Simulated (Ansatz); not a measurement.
## Crystal structures of osmium under PBE

Level of theory: DFT, PBE, plane waves (420 eV) with PAW, scalar-relativistic in Ansatz.

Each structure is relaxed within its own symmetry, so a high-lying one may be dynamically unstable.

Question: Rank these structures of osmium by energy per atom, lowest first.
A. omega (AlB2-type)
B. dhcp
C. A15
D. bcc
E. hcp
F. diamond
G. fcc
H. simple cubic

Answer: E (0 meV/atom), B (103 meV/atom), G (138 meV/atom), A (356 meV/atom), C (619 meV/atom), D (890 meV/atom), F (1295 meV/atom), H (1542 meV/atom).

| structure | ΔE (meV/atom) | V (Å³/atom) | cell | magnetic state |
| --- | --- | --- | --- | --- |
| hcp | 0 | 14.28 | a = 2.756 Å, c = 4.343 Å (c/a = 1.576) | spin not included |
| dhcp | 103 | 14.34 | a = 2.743 Å, c = 8.804 Å (c/a = 3.210) | spin not included |
| fcc | 138 | 14.35 | a = 3.857 Å | spin not included |
| omega (AlB2-type) | 356 | 14.69 | a = 4.324 Å, c = 2.721 Å (c/a = 0.629) | spin not included |
| A15 | 619 | 14.81 | a = 4.911 Å | spin not included |
| bcc | 890 | 14.79 | a = 3.093 Å | spin not included |
| diamond | 1295 | 21.44 | a = 5.557 Å | spin not included |
| simple cubic | 1542 | 16.73 | a = 2.558 Å | spin not included |

ΔE counts from hcp.

Differences under about 8 meV lie within the error of the k-point mesh.
